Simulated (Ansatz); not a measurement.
We consider cubic perovskite LaAlO₃ (cubic high-temperature phase), described by r²SCAN+SOC in Ansatz (PAW).

Settings: plane-wave cutoff 560 eV, 10×10×10 k mesh, Fermi–Dirac smearing 0.01 eV, PAW data made under PBE.

Pressure at four volumes; x = ln(V/10.860 Å³). One pressure is withheld.

```tsv
V (Å³/atom)	x	P (GPa)
10.209	-0.0618	14.95
10.860	0.0000	0.01
11.295	0.0393	-7.65
11.512	0.0583	?
```

Q: Pass a parabola P(x) through the three rows shown, estimate the bulk modulus and its pressure derivative near zero pressure, and predict the withheld pressure.

A: Slopes between the rows: (0.01 − (14.95))/(0.0000 − (-0.0618)) = -241.75 and (-7.65 − (0.01))/(0.0393 − (0.0000)) = -194.91 GPa. Their difference over the span 0.1011 is c = 46.84/0.1011 = 463.3 GPa, so P(x) = 14.95 + (-241.75)(x − (-0.0618)) + 463.3 (x − (-0.0618))(x − (0.0000)). At the middle row B = −dP/dx = −[-241.75 + 463.3 × 0.0618] = 213.1 GPa, and B′ = dB/dP = 2c/B = 4.3. At x = 0.0583 the parabola gives -10.84 GPa; the run gives -10.92 GPa. The Birch–Murnaghan fit to the energies at all volumes has B0 = 212 GPa and B′ = 4.2.

Measured, for comparison: bulk modulus 215 ± 4 GPa (room temperature, no zero-point or thermal correction, cubic phase above 14 GPa, extrapolated to zero pressure; as tabulated in Guennou et al. (2011), arXiv:1105.1276). Computed less measured: bulk modulus -1.4 % (inside the measured uncertainty).

Note: the relaxation could not lower the start's symmetry, so the cell can be a saddle point above a distorted one.

Ansatz is an electronic-structure program.
